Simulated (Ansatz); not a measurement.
Consider ZnTe in the zinc blende structure (space group F-43m, No. 216).

```
CELL_PARAMETERS angstrom
      0.00000     3.08955     3.08955
      3.08955     0.00000     3.08955
      3.08955     3.08955     0.00000
ATOMIC_POSITIONS crystal
  Te 0.75000 0.75000 0.75000
  Zn 0.00000 0.00000 0.00000
```

Cartesian axes are those of the cell as printed.

Calculations: Ansatz (a program for electronic structure) PBE, scalar-relativistic without spin-orbit coupling.

Free-standing slabs (2 atom(s) a layer) normal to [110] with 15 Å of vacuum; in-plane cell held at bulk.

One change was made to it. Results:

The gap character is direct at Γ; the excess energy per area of both faces (slab less bulk energy over the cell's area: twice a surface energy) amounts to 0.48 J/m²; the valence-band top at Γ (three highest levels, from the VBM) goes from 0.00, 0.00, 0.00 eV to 0.00, -0.18, -0.26 eV.

Question: What was done to the base?
A. 6 layers
B. 3 layers
C. 2 layers

Answer: A, 6 layers. For comparison, the excess energy per area of both faces in the other runs: 3 layers gives 0.52 J/m²; 2 layers gives 0.37 J/m².

The excess energy carries the mismatch between the slab's and the bulk's meshes. With Te present, leaving out spin-orbit coupling can change the band edges. Whether these cells are dynamically stable was not tested. Labels are those of the standard path for the cell's own space group.
